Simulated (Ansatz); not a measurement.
Crystal: NiO.

```xyz
2
Lattice="0.0000 2.0859 2.0859 2.0859 0.0000 2.0859 2.0859 2.0859 0.0000" Properties=species:S:1:pos:R:3 pbc="T T T"
Ni    0.0000    0.0000    0.0000
O     2.0859    2.0859    2.0859
```

```yaml
Program: Ansatz 0.2.0
Task: relaxation of cell and atoms
Functional: RPBE
Dispersion: D4
Potentials_or_basis: all-electron LAPW, scalar-relativistic
Basis_error_allowed: 0.001 eV/atom
k_mesh: 11 × 11 × 11
Occupations: fermi-dirac, width 0.05 eV
Spin: collinear spin, ferromagnetic start
Starting_moments: "[1.0, 0.0] μB"
```

At the start: volume 9.08 Å³/atom.

**Question.** Where does the relaxation end?

**Answer.** Over 13 steps the energy falls by 77.5 meV/atom and the volume is 9.43 Å³/atom (+3.9 %); space group Fm-3m (No. 225, to 0.05 Å); moment 1.92 μB per cell.

The path:
```tsv
step	energy change (eV)	largest force (eV/Å)	volume (Å³)
1	0.0000	0.0000	18.15
2	-0.0036	0.0000	18.33
3	-0.0055	0.0000	18.55
4	-0.1425	0.0000	18.78
5	-0.1486	0.0000	19.11
6	-0.1507	0.0000	19.04
7	-0.1510	0.0000	19.04
8	-0.1519	0.0000	19.01
9	-0.1521	0.0000	19.00
10	-0.1550	0.0000	18.87
11	-0.1550	0.0000	18.87
12	-0.1550	0.0000	18.87
13	-0.1550	0.0000	18.87
```

Final structure:
```cif
data_structure
_symmetry_space_group_name_H-M 'P 1'
_symmetry_Int_Tables_number 1
_cell_length_a 2.9882
_cell_length_b 2.9882
_cell_length_c 2.9882
_cell_angle_alpha 60.000
_cell_angle_beta 60.000
_cell_angle_gamma 60.000
_cell_volume 18.87
loop_
_atom_site_label
_atom_site_type_symbol
_atom_site_fract_x
_atom_site_fract_y
_atom_site_fract_z
_atom_site_occupancy
Ni1 Ni 0.00000 0.00000 0.00000 1
O1 O 0.50000 0.50000 0.50000 1
```

Caveat: a cell with one magnetic atom can't hold antiferromagnetic order, which such compounds often take.
